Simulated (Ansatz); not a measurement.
The system is GaN.

```xyz
2
Lattice="0.0000 2.1352 2.1352 2.1352 0.0000 2.1352 2.1352 2.1352 0.0000" Properties=species:S:1:pos:R:3 pbc="T T T"
Ga    0.0000    0.0000    0.0000
N     2.1352    2.1352    2.1352
```

Measurements of this composition are mostly on another form, of space group No. 186.

| Property | Result |
| --- | --- |
| Program | Ansatz 0.2.0 |
| Task | relaxation of cell and atoms |
| Functional | PBEsol0 |
| Potentials or basis | Ansatz PAW |
| Cutoff | 420 eV (not typed: the program's choice for these potentials) |
| k mesh | 6 × 6 × 6 |
| Occupations | fermi-dirac, width 0.05 eV |
| Spin | no spin polarisation |

At the start: volume 9.74 Å³/atom.

Problem. How do energy, volume and symmetry change on relaxing?

Solution. It ends after 7 steps and the volume is 9.11 Å³/atom (-6.4 %); space group Fm-3m (No. 225, to 0.05 Å).

Step by step:
| step | energy change (eV) | largest force (eV/Å) | volume (Å³) |
| --- | --- | --- | --- |
| 1 | 0.0000 | 0.0000 | 19.47 |
| 2 | -0.0605 | 0.0000 | 18.58 |
| 3 | -0.0670 | 0.0000 | 18.20 |
| 4 | -0.0670 | 0.0000 | 18.24 |
| 5 | -0.0636 | 0.0000 | 18.24 |
| 6 | -0.0637 | 0.0000 | 18.22 |
| 7 | -0.0633 | 0.0000 | 18.22 |

Final structure:
```xyz
2
Lattice="0.0000 2.0886 2.0886 2.0886 0.0000 2.0886 2.0886 2.0886 0.0000" Properties=species:S:1:pos:R:3 pbc="T T T"
Ga    0.0000    0.0000    0.0000
N     2.0886    2.0886    2.0886
```

Caveat: the k mesh is coarse (spacing up to 0.42 Å⁻¹), so the values aren't converged, least of all with exact exchange; the plane-wave basis is chosen anew once the cell has moved, so the energies of steps on either side of that aren't comparable; the pressure holds a Pulay correction of +0.6 GPa for the finite cutoff; the PAW data sets come from PBE, with cores solved anew for the run's functional, which leaves a small shift of forces and pressure.
